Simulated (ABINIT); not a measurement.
A run of ABINIT 10.8.3 (patched build) is set up as follows.

File run.abi:

```
pp_dirpath "./"
pseudos "Cd.GGA_PBE-JTH.xml, Se.GGA_PBE-JTH.xml"

acell 8.2052270577 8.2052270577 8.2052270577
rprim
     0.0000000000     0.7071067812     0.7071067812
     0.7071067812     0.0000000000     0.7071067812
     0.7071067812     0.7071067812     0.0000000000
ntypat 2
znucl 48 34
natom 2
typat 1 2
xred
     0.0000000000     0.0000000000     0.0000000000
     0.2500000000     0.2500000000     0.2500000000

ecut 20.0
pawecutdg 40.0

kptopt 1
ngkpt 10 10 10
nshiftk 1
shiftk 0.0 0.0 0.0

ixc -497498
usekden 1
pawxcdev 0

nband 13
occopt 3
tsmear 0.00183747

nstep 100
tolvrs 1.0e-8

iomode 3
prtwf 0
prteig 0
prtebands 0
enunit 2
prtden 1
prtvha 1
prtvclmb 1
prtpot 1
```

Potentials or basis: JTH PAW PBE v2.0.

Command:

```sh
$ abinit run.abi > log 2>&1
```

Question: Predict the band gap on the k mesh.

Answer: 1.01 eV, direct.

Caveat: the PAW data sets were made with another functional, which shifts forces and pressure a little. r2SCAN opens gaps a little over a GGA but as a rule still falls short of measured ones.
